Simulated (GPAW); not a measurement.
# InAs (F-43m) in GPAW: a series of runs

Aim: see how the results for InAs move with the level of theory and the settings. Levels: PBEsol, r4SCAN, LDA. Tasks: band structure, equation of state.

Everything below comes from runs of GPAW 26.7.0. Logs are shortened: lines on timing, memory, paths and dates and some standing lists are left out, and cuts for length are marked. The log counts tension as positive stress, the text compression.

**What was measured.**

A printed reference work, data compilation reports, for a bulk crystal of InAs at 4.2 K: band gap 0.418 eV (direct).

How close the calculation comes is told below.

### Step 1. Starting point

The structure is cubic, space group F-43m (No. 216). The conventional cell has a = 6.036 Å, b = 6.036 Å, c = 6.036 Å, α = 90.00°, β = 90.00°, γ = 90.00°. Around In (site symmetry -43m) lie 4 As at 2.61 Å. Around As (site symmetry -43m) lie 4 In at 2.61 Å.

### Step 2. Band structure, PBEsol

File run.py:

```python
from ase import Atoms
from ase.dft.bandgap import bandgap
from ase.io import write
from ase.units import GPa
from gpaw import GPAW, PW, setup_paths

setup_paths.insert(0, '.')

atoms = Atoms(['In', 'As'],
              cell=[[0.0, 3.018, 3.018],
                    [3.018, 0.0, 3.018],
                    [3.018, 3.018, 0.0]],
              scaled_positions=[[0.0, 0.0, 0.0],
                                [0.75, 0.75, 0.75]],
              pbc=True)

calc = GPAW(mode=PW(600),
            xc='PBEsol',
            kpts={'size': (8, 8, 8), 'gamma': True},
            occupations={'name': 'fermi-dirac', 'width': 0.05},
            nbands=18,
            convergence={'density': 1e-05, 'energy': 1e-05},
            maxiter=150,
            txt='gpaw.txt')
atoms.calc = calc
energy = atoms.get_potential_energy()
forces = atoms.get_forces()
stress = atoms.get_stress()
calc.write('gs.gpw')
write('result.traj', atoms)
print(f'Energy: {energy:.6f} eV')
print('Forces (eV/A):')
print(forces.round(4))
print('Stress (GPa):', (stress / GPa).round(3))
print('Fermi level:', round(calc.get_fermi_level(), 4), 'eV')
print(f'Gap: {bandgap(calc)[0]:.4f} eV, direct: {bandgap(calc, direct=True)[0]:.4f} eV')

path = atoms.cell.bandpath('GXWKGLUWLK,UX', npoints=100, eps=1e-4)
bs_calc = calc.fixed_density(kpts=path, symmetry='off', nbands=30,
                             convergence={'bands': 'CBM+6.0', 'eigenstates': 1e-6}, txt='bands.txt')
bs = bs_calc.band_structure()
bs.write('bs.json')
print(f'Gap on the path: {bandgap(bs_calc)[0]:.4f} eV')
```

Potentials or basis: PAW data sets generated in the run's folder for this functional, pw.

The run is started by

```bash
gpaw-setup -f PBEsol As In
OMP_NUM_THREADS=1 python run.py
```

gpaw.txt:

```text
__  _  _
 | _ |_)|_||  |
 |__||  | ||/\| - 26.7.0

Input parameters:
  mode=PW(ecut=600.0),
  convergence={'density': 1e-05, 'energy': 1e-05},
  kpts=MonkhorstPack(size=(8, 8, 8), gamma=True),
  maxiter=150,
  nbands=18,
  occupations=Occupations(name='fermi-dirac', width=0.05),
  xc=XC(name='PBEsol')

Diagonalizing LCAO Hamiltonian
Converting LCAO to pw mode

                     As

       In

Atoms  # Å, Bohr magnetons
|   | symbol |        x |        y |        z |    initial magnetic moments |
|---|--------|----------|----------|----------|-----------------------------|
| 0 |     In | 0.000000 | 0.000000 | 0.000000 | ( 0.0000,  0.0000,  0.0000) |
| 1 |     As | 4.527000 | 4.527000 | 4.527000 | ( 0.0000,  0.0000,  0.0000) |

Unit cell  # Å
| periodic |        x |        y |        z |  lengths |    angles |
|----------|----------|----------|----------|----------|-----------|
|      yes | 0.000000 | 3.018000 | 3.018000 | 4.268097 | 60.000000 |
|      yes | 3.018000 | 0.000000 | 3.018000 | 4.268097 | 60.000000 |
|      yes | 3.018000 | 3.018000 | 0.000000 | 4.268097 | 60.000000 |

Number of symmetries: 24
Symmetry operations  # r_c * U_cc + t_c -> r_c
|    | kind |            matrix            |
|----|------|------------------------------|
|  0 |  E   |  1, 0, 0,  0, 1, 0,  0, 0, 1 |
|  1 |  σ   |  1, 0, 0,  0, 0, 1,  0, 1, 0 |
|  2 |  σ   |  1, 0,-1,  0, 1,-1,  0, 0,-1 |
|  3 |  C3  |  1, 0,-1,  0, 0,-1,  0, 1,-1 |
|  4 |  C3  |  1,-1, 0,  0,-1, 1,  0,-1, 0 |
|  5 |  σ   |  1,-1, 0,  0,-1, 0,  0,-1, 1 |
|  6 |  σ   |  0, 1, 0,  1, 0, 0,  0, 0, 1 |
|  7 |  C3  |  0, 1, 0,  0, 0, 1,  1, 0, 0 |
|  8 |  C2  |  0, 1,-1,  1, 0,-1,  0, 0,-1 |
|  9 |  S4  |  0, 1,-1,  0, 0,-1,  1, 0,-1 |
| 10 |  C3  |  0, 0, 1,  1, 0, 0,  0, 1, 0 |
| 11 |  σ   |  0, 0, 1,  0, 1, 0,  1, 0, 0 |
| 12 |  S4  |  0, 0,-1,  1, 0,-1,  0, 1,-1 |
| 13 |  C3  |  0, 0,-1,  0, 1,-1,  1, 0,-1 |
| 14 |  S4  |  0,-1, 1,  1,-1, 0,  0,-1, 0 |
| 15 |  C2  |  0,-1, 1,  0,-1, 0,  1,-1, 0 |
| 16 |  C3  |  0,-1, 0,  1,-1, 0,  0,-1, 1 |
| 17 |  S4  |  0,-1, 0,  0,-1, 1,  1,-1, 0 |
| 18 |  S4  | -1, 1, 0, -1, 0, 1, -1, 0, 0 |
| 19 |  C3  | -1, 1, 0, -1, 0, 0, -1, 0, 1 |
| 20 |  C3  | -1, 0, 1, -1, 1, 0, -1, 0, 0 |
| 21 |  S4  | -1, 0, 1, -1, 0, 0, -1, 1, 0 |
| 22 |  σ   | -1, 0, 0, -1, 1, 0, -1, 0, 1 |
| 23 |  C2  | -1, 0, 0, -1, 0, 1, -1, 1, 0 |

BZ-sampling:
  Number of BZ points: 512
  Number of IBZ points: 29

  Monkhorst-Pack size: [8, 8, 8]
  Monkhorst-Pack shift: [0.0625, 0.0625, 0.0625]

K-points  # in reciprocal-cell coordinates
|     |                                coordinates |     weight |
|-----|--------------------------------------------|------------|
|   0 | (  0.00000000,   0.00000000,   0.00000000) | 0.00195312 |
|   1 | (  0.12500000,   0.12500000,   0.00000000) | 0.01171875 |
|   2 | (  0.12500000,   0.12500000,   0.12500000) | 0.01562500 |
|   3 | (  0.25000000,   0.12500000,   0.12500000) | 0.02343750 |
|   4 | (  0.25000000,   0.25000000,   0.00000000) | 0.01171875 |
|   5 | (  0.25000000,   0.25000000,   0.12500000) | 0.04687500 |
|   6 | (  0.25000000,   0.25000000,   0.25000000) | 0.01562500 |
|   7 | (  0.37500000,   0.25000000,  -0.37500000) | 0.04687500 |
|   8 | (  0.37500000,   0.25000000,   0.12500000) | 0.04687500 |
|   9 | (  0.37500000,   0.25000000,   0.25000000) | 0.04687500 |
| ... |                                            |            |
|  28 | (  0.50000000,   0.50000000,   0.50000000) | 0.00781250 |

Plane wave coefficients: 1856
Cutoff: 600.0 eV

Spin-components: 1 (collinear spins)
Bands:           18
Projectors:      11
Spin-degeneracy: 2
Datatype:        complex128

Parallelization:
  kpt:    1
  domain: 1
  band:   1

Density:
  Valence electrons: 18.0
  Components: 1
  Grid points: [25 25 25]
  Charge: 0.0  # |e|

Potential:
  Grid points: [25 25 25]

species:
  In:
    name:    Indium
    Z:       49.0
    valence: 13
    core:    36
    charge:  0.0  # [|e|]
    compensation charges:
      type: gauss
      rc: 0.36  # [Å]
      lmax: 2
    cutoffs:
      filter: 2.09  # [Å]
      core: 2.48  # [Å]
    projectors
    | kind |    occ | energy [eV] | rcut [Å] |
    |------|--------|-------------|----------|
    |   5s |  2.000 |      -8.248 |    1.185 |
    |   5p |  1.000 |      -2.521 |    1.244 |
    |   4d | 10.000 |     -18.596 |    1.148 |
    |    s |        |      18.964 |    1.185 |
    |    p |        |      24.691 |    1.244 |
    |    d |        |       8.615 |    1.148 |

    Using partial waves for In as LCAO basis

  As:
    name:    Arsenic
    Z:       33.0
    valence: 5
    core:    28
    charge:  0.0  # [|e|]
    compensation charges:
      type: gauss
      rc: 0.33  # [Å]
      lmax: 2
    cutoffs:
      filter: 1.87  # [Å]
      core: 2.96  # [Å]
    projectors
    | kind |    occ | energy [eV] | rcut [Å] |
    |------|--------|-------------|----------|
    |   4s |  2.000 |     -14.495 |    1.058 |
    |   4p |  3.000 |      -5.197 |    1.058 |
    |    s |        |      12.716 |    1.058 |
    |    p |        |      22.014 |    1.058 |
    |    d |        |       0.000 |    1.058 |

    Using partial waves for As as LCAO basis

Reference energy: -221362.052302  # eV

eigensolver:
  PPCG
  Converge bands: occupied
  niter=2

density mixing:
  MSR1-Mixer
  Pratt-step length: 0.05
  Maximum mixing coefficient: 0.75
  Old densities: 10
  SVD Regularization: 0.005
  Good broyden scale: 1.0
  Trust region scale: 1.0
  Backstep threshold: 4.0
  History deletion threshold: 6.0
  Fourier metric: weight=20.0, sigma=0.015

occupation numbers:
  Fermi-Dirac:
    width: 0.0500  # eV

poisson solver:
  ecut: 4800.0  # eV

xc functional:
  name: PBEsol with 2 nearest neighbor stencil

convergence criteria:
- Maximum integral of absolute [dens]ity change: 1e-05 electrons / valence electron
- Maximum [total energy] change in last 3 cyles: 1e-05 eV / valence electron
- Maximum integral of absolute [eigenst]ate change: 4e-08 eV^2 / valence electron
maximum number of iterations: 150

SCF iterations
|iter     | |      energy | eigst |  dens |
|---------|-|-------------|-------|-------|
|iter:   1| |   -8.940564 | -0.34 |       |
|iter:   2| |   -8.896763 | -2.36 | -1.19 |
|iter:   3| |   -8.717573 | -1.99 | -1.23 |
|iter:   4| |   -8.716189 | -3.40 | -1.82 |
|iter:   5| |   -8.716028 | -4.23 | -2.37 |
|iter:   6| |   -8.716050c| -5.71 | -3.16 |
|iter:   7| |   -8.716053c| -6.60 | -3.62 |
|iter:   8| |   -8.716053c| -8.30c| -4.64 |
|iter:   9| |   -8.716053c| -8.53c| -5.34c|

Converged in 9 steps
Energy contributions relative to reference atoms: (reference = -221362.052302)

Energy contributions:
  Kinetic:          24.361654
  Coulomb:         -22.481368
  Zero:              0.130980
  External:          0.000000
  Xc:              -10.727053
  Entropy:          -0.000532
  Spinorbit:         0.000000
  ----------------------------
  Free energy:      -8.716319
  Extrapolated:     -8.716053

dipole moment: (-17.152637, -17.152637, -17.152637)  # |e|*Ang

Fermi level: 4.815
Eigenvalues  # (at kpt = [0.000, 0.000, 0.000])
| band index |      eig [eV] | occ [0-2] |
|------------|---------------|-----------|
|          0 |        -9.496 |     2.000 |
|        ... |               |           |
|          2 |        -9.496 |     2.000 |
|          3 |        -9.365 |     2.000 |
|          4 |        -9.365 |     2.000 |
|          5 |        -7.156 |     2.000 |
|          6 |         4.517 |     1.995 |
|          7 |         4.768 |     1.435 |
[... 8 lines left out ...]
|         16 |        15.142 |     0.000 |
|         17 |        15.142 |     0.000 |

No gap
No difference between direct/indirect transitions

Forces  # eV/Ang
|        x |        y |        z |
|----------|----------|----------|
|  0.00000 |  0.00000 |  0.00000 |  # In   0
| -0.00000 | -0.00000 | -0.00000 |  # As   1

Stress tensor  # eV/Ang^3
|         x |         y |         z |
|-----------|-----------|-----------|
| -0.008162 | -0.000000 | -0.000000 |
| -0.000000 | -0.008162 |  0.000000 |
| -0.000000 |  0.000000 | -0.008162 |

# Writing to gs.gpw (mode='')
```

Wall time 53 s (1 thread of Arm Neoverse V2, shared host); peak memory 0.31 GiB.

What came out:

```yaml
Free_energy: -8.7163 eV
Pressure: 1.3 GPa
Band_gap_along_the_path: none (metal or under the smearing width)
```

Levels at the corners of the path, in eV from the Fermi level:
```tsv
point	band 7	band 8	band 9	band 10	band 11	band 12
Γ	-0.30	-0.05	-0.05	-0.05	3.80	3.80
X	-5.95	-2.42	-2.42	1.38	1.94	9.07
W	-5.80	-3.06	-2.99	4.16	4.17	4.89
K	-5.81	-3.39	-2.04	1.98	4.18	7.20
Γ	-0.30	-0.05	-0.05	-0.05	3.80	3.80
L	-5.89	-1.06	-1.06	0.84	4.58	4.58
U	-5.81	-3.39	-2.04	1.98	4.18	7.20
W	-5.80	-3.06	-2.99	4.16	4.17	4.89
L	-5.89	-1.06	-1.06	0.84	4.58	4.58
K	-5.81	-3.39	-2.04	1.98	4.18	7.20
U	-5.81	-3.39	-2.04	1.98	4.18	7.20
X	-5.95	-2.42	-2.42	1.38	1.94	9.07
```

Caveat: spin-orbit coupling is left out, which moves the levels of the heavy elements.

### Step 3. Band structure, PBEsol, spin-orbit coupling, no magnetisation

Edit run.py of step 2 so:

```diff
@@ -1 +1,2 @@
+import numpy as np
 from ase import Atoms
@@ -5,2 +6,3 @@
 from gpaw import GPAW, PW, setup_paths
+from gpaw.spinorbit import soc_eigenstates
 
@@ -43 +45,7 @@
 print(f'Gap on the path: {bandgap(bs_calc)[0]:.4f} eV')
+
+soc = soc_eigenstates(bs_calc, theta=0, phi=0)
+np.savetxt('soc_bands.dat', soc.eigenvalues(), fmt='%.4f')
+mesh = soc_eigenstates('gs.gpw', theta=0, phi=0)
+np.savetxt('soc_mesh.dat', mesh.eigenvalues(), fmt='%.4f')
+print('Fermi level with spin-orbit coupling:', round(mesh.fermi_level, 4), 'eV')
```

Potentials or basis: PAW data sets generated in the run's folder for this functional, pw.

The run is started by

```bash
gpaw-setup -f PBEsol As In
OMP_NUM_THREADS=1 python run.py
```

gpaw.txt:

```text
__  _  _
 | _ |_)|_||  |
 |__||  | ||/\| - 26.7.0

Input parameters:
  mode=PW(ecut=600.0),
  convergence={'density': 1e-05, 'energy': 1e-05},
  kpts=MonkhorstPack(size=(8, 8, 8), gamma=True),
  maxiter=150,
  nbands=18,
  occupations=Occupations(name='fermi-dirac', width=0.05),
  xc=XC(name='PBEsol')

Diagonalizing LCAO Hamiltonian
Converting LCAO to pw mode

                     As

       In

Atoms  # Å, Bohr magnetons
|   | symbol |        x |        y |        z |    initial magnetic moments |
|---|--------|----------|----------|----------|-----------------------------|
| 0 |     In | 0.000000 | 0.000000 | 0.000000 | ( 0.0000,  0.0000,  0.0000) |
| 1 |     As | 4.527000 | 4.527000 | 4.527000 | ( 0.0000,  0.0000,  0.0000) |

Unit cell  # Å
| periodic |        x |        y |        z |  lengths |    angles |
|----------|----------|----------|----------|----------|-----------|
|      yes | 0.000000 | 3.018000 | 3.018000 | 4.268097 | 60.000000 |
|      yes | 3.018000 | 0.000000 | 3.018000 | 4.268097 | 60.000000 |
|      yes | 3.018000 | 3.018000 | 0.000000 | 4.268097 | 60.000000 |

Number of symmetries: 24
Symmetry operations  # r_c * U_cc + t_c -> r_c
|    | kind |            matrix            |
|----|------|------------------------------|
|  0 |  E   |  1, 0, 0,  0, 1, 0,  0, 0, 1 |
|  1 |  σ   |  1, 0, 0,  0, 0, 1,  0, 1, 0 |
|  2 |  σ   |  1, 0,-1,  0, 1,-1,  0, 0,-1 |
|  3 |  C3  |  1, 0,-1,  0, 0,-1,  0, 1,-1 |
|  4 |  C3  |  1,-1, 0,  0,-1, 1,  0,-1, 0 |
|  5 |  σ   |  1,-1, 0,  0,-1, 0,  0,-1, 1 |
|  6 |  σ   |  0, 1, 0,  1, 0, 0,  0, 0, 1 |
|  7 |  C3  |  0, 1, 0,  0, 0, 1,  1, 0, 0 |
[... 141 lines left out ...]

convergence criteria:
- Maximum integral of absolute [dens]ity change: 1e-05 electrons / valence electron
- Maximum [total energy] change in last 3 cyles: 1e-05 eV / valence electron
- Maximum integral of absolute [eigenst]ate change: 4e-08 eV^2 / valence electron
maximum number of iterations: 150

SCF iterations
|iter     | |      energy | eigst |  dens |
|---------|-|-------------|-------|-------|
|iter:   1| |   -8.940564 | -0.34 |       |
|iter:   2| |   -8.896763 | -2.36 | -1.19 |
|iter:   3| |   -8.717573 | -1.99 | -1.23 |
|iter:   4| |   -8.716189 | -3.40 | -1.82 |
|iter:   5| |   -8.716028 | -4.23 | -2.37 |
|iter:   6| |   -8.716050c| -5.71 | -3.16 |
|iter:   7| |   -8.716053c| -6.60 | -3.62 |
|iter:   8| |   -8.716053c| -8.30c| -4.64 |
|iter:   9| |   -8.716053c| -8.53c| -5.34c|

Converged in 9 steps
Energy contributions relative to reference atoms: (reference = -221362.052302)

Energy contributions:
  Kinetic:          24.361654
  Coulomb:         -22.481368
  Zero:              0.130980
  External:          0.000000
  Xc:              -10.727053
  Entropy:          -0.000532
  Spinorbit:         0.000000
  ----------------------------
  Free energy:      -8.716319
  Extrapolated:     -8.716053

dipole moment: (-17.152637, -17.152637, -17.152637)  # |e|*Ang

Fermi level: 4.815
Eigenvalues  # (at kpt = [0.000, 0.000, 0.000])
| band index |      eig [eV] | occ [0-2] |
|------------|---------------|-----------|
|          0 |        -9.496 |     2.000 |
|        ... |               |           |
|          2 |        -9.496 |     2.000 |
|          3 |        -9.365 |     2.000 |
|          4 |        -9.365 |     2.000 |
|          5 |        -7.156 |     2.000 |
|          6 |         4.517 |     1.995 |
|          7 |         4.768 |     1.435 |
[... 8 lines left out ...]
|         16 |        15.142 |     0.000 |
|         17 |        15.142 |     0.000 |

No gap
No difference between direct/indirect transitions

Forces  # eV/Ang
|        x |        y |        z |
|----------|----------|----------|
|  0.00000 |  0.00000 |  0.00000 |  # In   0
| -0.00000 | -0.00000 | -0.00000 |  # As   1

Stress tensor  # eV/Ang^3
|         x |         y |         z |
|-----------|-----------|-----------|
| -0.008162 | -0.000000 | -0.000000 |
| -0.000000 | -0.008162 |  0.000000 |
| -0.000000 |  0.000000 | -0.008162 |

# Writing to gs.gpw (mode='')
```

bands.txt:

```text
Diagonalizing LCAO Hamiltonian
Converting LCAO to pw mode
convergence criteria:
- Maximum integral of absolute [eigenst]ate change: 1e-06 eV^2 / valence electron
maximum number of iterations: 150

SCF iterations
|iter     | |      energy | eigst |  dens |
|---------|-|-------------|-------|-------|
|iter:   1| |             | +0.31 |       |
[... 105 lines left out ...]
         [0.375     , 0.375     , 0.75      ],
         [0.625     , 0.25      , 0.625     ],
         [0.60416667, 0.20833333, 0.60416667],
         [0.58333333, 0.16666667, 0.58333333],
         [0.5625    , 0.125     , 0.5625    ],
         [0.54166667, 0.08333333, 0.54166667],
         [0.52083333, 0.04166667, 0.52083333],
         [0.5       , 0.        , 0.5       ]])),
  maxiter=150,
  nbands=30,
  occupations=Occupations(name='fermi-dirac', width=0.05),
  symmetry=Symmetry(point_group=False, time_reversal=False),
  xc=XC(name='PBEsol')
```

Run time: 54 s. Hardware: 1 thread of Arm Neoverse V2, shared host; peak memory 0.36 GiB.

Results:

```yaml
Free_energy: -8.7163 eV
Pressure: 1.3 GPa
Band_gap_along_the_path: none (metal or under the smearing width)
```

Levels at the corners of the path, in eV from the Fermi level:
```
point  band 15  band 16  band 17  band 18  band 19  band 20  band 21  band 22
    Γ    -0.38    -0.38    -0.01    -0.01    -0.01    -0.01     3.36     3.36
    X    -2.52    -2.52    -2.51    -2.51     1.30     1.30     1.86     1.86
    W    -3.21    -3.15    -3.10    -3.01     3.95     4.08     4.13     4.15
    K    -3.50    -3.48    -2.13    -2.13     1.88     1.89     4.07     4.12
    Γ    -0.38    -0.38    -0.01    -0.01    -0.01    -0.01     3.36     3.36
    L    -1.29    -1.29    -1.02    -1.02     0.75     0.75     4.38     4.38
    U    -3.50    -3.48    -2.13    -2.13     1.88     1.89     4.07     4.12
    W    -3.21    -3.15    -3.10    -3.01     3.95     4.08     4.13     4.15
    L    -1.29    -1.29    -1.02    -1.02     0.75     0.75     4.38     4.38
    K    -3.50    -3.48    -2.13    -2.13     1.88     1.89     4.07     4.12
    U    -3.50    -3.48    -2.13    -2.13     1.88     1.89     4.07     4.12
    X    -2.52    -2.52    -2.51    -2.51     1.30     1.30     1.86     1.86
```

Caveat: spin-orbit coupling was added after a scalar SCF, so levels and gaps hold it while energy, forces, pressure and moments don't; this program's spin-orbit splittings come out too wide for heavy elements.

### Step 4. Equation of state, r4SCAN

File run.py:

```python
from ase.eos import EquationOfState
from ase.io import Trajectory, read
from ase.units import GPa
from gpaw import GPAW, PW

atoms = read('InAs.xyz')

traj = Trajectory('eos.traj', 'w')
volumes, energies = [], []
for x in [0.94, 0.96, 0.98, 1.0, 1.02, 1.04, 1.06]:
    a = atoms.copy()
    a.set_cell(atoms.cell * x**(1 / 3), scale_atoms=True)
    calc = GPAW(mode=PW(600),
                xc='MGGA_X_R4SCAN+MGGA_C_R2SCAN',
                kpts={'size': (6, 6, 6), 'gamma': True},
                occupations={'name': 'fermi-dirac', 'width': 0.05},
                nbands=18,
                convergence={'density': 1e-05, 'energy': 1e-05},
                maxiter=150,
                txt=f'eos-{x:.2f}.txt')
    a.calc = calc
    energies.append(a.get_potential_energy(force_consistent=True))
    volumes.append(a.get_volume())
    p = -a.get_stress()[:3].mean() / GPa
    calc.write(f'eos-{x:.2f}.gpw')
    traj.write(a)
    print(f'{x:.2f} {volumes[-1]:10.4f} A^3 {energies[-1]:14.6f} eV {p:9.3f} GPa', flush=True)

v0, e0, B = EquationOfState(volumes, energies, eos='birchmurnaghan').fit()
print(f'V0 = {v0:.4f} A^3, E0 = {e0:.6f} eV, B0 = {B / GPa:.2f} GPa')
```

File InAs.xyz:

```xyz
2
Lattice="0.0000000000 3.0180000000 3.0180000000 3.0180000000 0.0000000000 3.0180000000 3.0180000000 3.0180000000 0.0000000000" Properties=species:S:1:pos:R:3 pbc="T T T"
In     0.0000000000      0.0000000000      0.0000000000
As     4.5270000000      4.5270000000      4.5270000000
```

Potentials or basis: GPAW PAW data sets (gpaw-data 1.2.1), pw.

The run is started by

```bash
OMP_NUM_THREADS=1 python run.py
```

Run time: 2 min. Hardware: 1 thread of Intel Xeon 6975P-C (Granite Rapids), shared host; peak memory 0.74 GiB.

It converged, with:

```
Equilibrium volume : 28.27 Å³/atom (rough: see the caveat)
Bulk modulus       : 58 GPa (rough)
```

Energy against volume, from the lowest point:
```tsv
volume (Å³/atom)	energy (meV/atom)
25.840	43.58
26.389	24.94
26.939	11.96
27.489	3.66
28.039	0.00
28.588	0.41
29.138	4.26
```

Caveat: the points scatter about the fit; the PAW data sets were made with another functional, which shifts forces and pressure a little.

(Continued in part 2 of 2.)
